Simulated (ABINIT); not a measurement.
ZrC:

```
CELL_PARAMETERS angstrom
0.00000 2.36500 2.36500
2.36500 0.00000 2.36500
2.36500 2.36500 0.00000
ATOMIC_POSITIONS crystal
Zr 0.50000 0.50000 0.50000
C 0.00000 0.00000 0.00000
```

| Property | Result |
| --- | --- |
| Program | ABINIT 10.8.3 (patched build) |
| Task | single point |
| Functional | PBE |
| Potentials or basis | JTH PAW PBE v2.0 |
| Cutoff | 517 eV |
| k mesh | 10 × 10 × 10 |
| Occupations | fermi-dirac, width 0.05 eV |
| Spin | no spin polarisation |

On this cell: pressure -3.1 GPa; largest force zero by symmetry; band gap on the k mesh none (metal or under the smearing width).

The same run follows on a disturbed copy (atoms moved at random, drawn with an rms of 0.05 Å):

```
CELL_PARAMETERS angstrom
0.00000 2.36500 2.36500
2.36500 0.00000 2.36500
2.36500 2.36500 0.00000
ATOMIC_POSITIONS crystal
Zr 0.49014 0.49591 0.50642
C 0.98906 0.99528 0.02158
```

Problem. What does the disturbed cell give?

Solution. The energy (extrapolated to zero smearing) moves by +4.1 meV/atom; pressure -2.9 GPa; largest force 0.307 eV/Å; band gap on the k mesh none (metal or under the smearing width).

Forces in eV/Å, atoms in the order of the input:
```
Zr   0.219  0.214 -0.025
C   -0.219 -0.214  0.025
```

Stress tensor (GPa, compression positive):
```
-2.82 -0.14  0.02
-0.14 -2.83  0.02
 0.02  0.02 -3.08
```
